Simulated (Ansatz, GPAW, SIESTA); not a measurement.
## CdSe: 3 runs at one level of theory

```
Cd Se
1.0
     0.00000    3.07027    3.07027
     3.07027    0.00000    3.07027
     3.07027    3.07027    0.00000
Cd Se
1 1
Direct
  0.00000 0.00000 0.00000
  0.25000 0.25000 0.25000
```

The cell is a database's computed one, not the measured one.

Alike in all runs: task band structure; functional BLYP; k mesh 8 × 8 × 8; occupations fermi-dirac, width 0.05 eV; no spin polarisation; no spin-orbit coupling. Pressure is positive in compression and, in plane waves, holds the error of the finite cutoff. Gaps are the smaller of the mesh's and the band path's.

```csv
program and potentials,plane-wave cutoff (eV),notes,band gap (eV),pressure (GPa)
"SIESTA, files PseudoDojo sr-pbe-0.4.1-standard, DZP (energy shift 0.003 Ry; two zetas on semicore shells)",-,atomic basis; potentials made for PBE; 18 valence electrons an atom on average,0.76,3.88
"GPAW, PAW data sets generated for this functional",600,9 valence electrons an atom on average,?,?
"Ansatz, all-electron LAPW, scalar-relativistic",-,-,0.47,4.01
```

Estimate from the other rows what the run with GPAW, PAW data sets generated for this functional gave.

Band gap 0.47 eV; pressure 3.83 GPa. The other rows, which needn't bracket it: band gap 0.47 to 0.76; pressure 3.88 to 4.01.
